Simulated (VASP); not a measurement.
From an Ansatz input to VASP: CdTe (strained zincblende)

Ansatz input

```yaml
crystal:
  lattice:
    - [0.0, 3.2799551162, 3.3783537697]
    - [3.2799551162, 0.0, 3.3783537697]
    - [3.2799551162, 3.2799551162, 0.0]
  atoms:
    - { symbol: Cd, position: [0.0, 0.0, 0.0] }
    - { symbol: Te, position: [0.25, 0.25, 0.25] }
kpoints:
  mp_grid: { grid: [6, 6, 6] }
  band_path:
    path:
      - [0.0, 0.0, 0.0]
      - [-0.5, -0.5, 0.0]
      - [-0.375, -0.375, 0.25]
      - [-0.375, 0.0, 0.375]
      - [0.0, 0.0, 0.5]
      - [-0.5, -0.25, 0.25]
    npoints: 1
hamiltonian:
  xc: pbe
scf:
  occupations: { method: fermi_dirac, width: 0.02 }
  n_extra_bands: 4
output:
  forces: true
  stress: true
  eigenvalues: true
```

Q: Which VASP files do the same job?

A: 

INCAR

```
EDIFF = 1E-7
LREAL = .FALSE.
NSW = 0
LWAVE = .FALSE.
IBRION = -1
LCHARG = .FALSE.
ENCUT = 520
GGA = PE
ISMEAR = -1
LASPH = .TRUE.
PREC = Accurate
NBANDS = 16
NELM = 120
ISIF = 2
SIGMA = 0.02
```

KPOINTS

```
KPOINTS created by Atomic Simulation Environment
0
Gamma
6 6 6
0 0 0
```

KPOINTS_OPT

```
special points
6
Reciprocal
0.0000000000 0.0000000000 0.0000000000 1
-0.5000000000 -0.5000000000 0.0000000000 1
-0.3750000000 -0.3750000000 0.2500000000 1
-0.3750000000 0.0000000000 0.3750000000 1
0.0000000000 0.0000000000 0.5000000000 1
-0.5000000000 -0.2500000000 0.2500000000 1
```

POSCAR

```
Cd Te
 1.0000000000000000
     0.0000000000000000    3.2799551162000000    3.3783537696999999
     3.2799551162000000    0.0000000000000000    3.3783537696999999
     3.2799551162000000    3.2799551162000000    0.0000000000000000
 Cd  Te
   1   1
Cartesian
  0.0000000000000000  0.0000000000000000  0.0000000000000000
  1.6399775581000000  1.6399775581000000  1.6891768848500004
```

VASP ran with the recommended PBE PAW datasets (18 valence electrons in the cell). Other inputs would serve too.

|  | Ansatz | VASP |
| --- | --- | --- |
| gap between bands v and c | 0.54 eV | 0.54 eV |
| least direct gap | 0.54 eV | 0.54 eV |
| pressure | -0.1 GPa | 0.0 GPa |

Datasets and cutoffs are each program's own. VASP's cell holds 18 valence electrons and Ansatz's 36. Ansatz's stress includes a Pulay correction; VASP's doesn't.
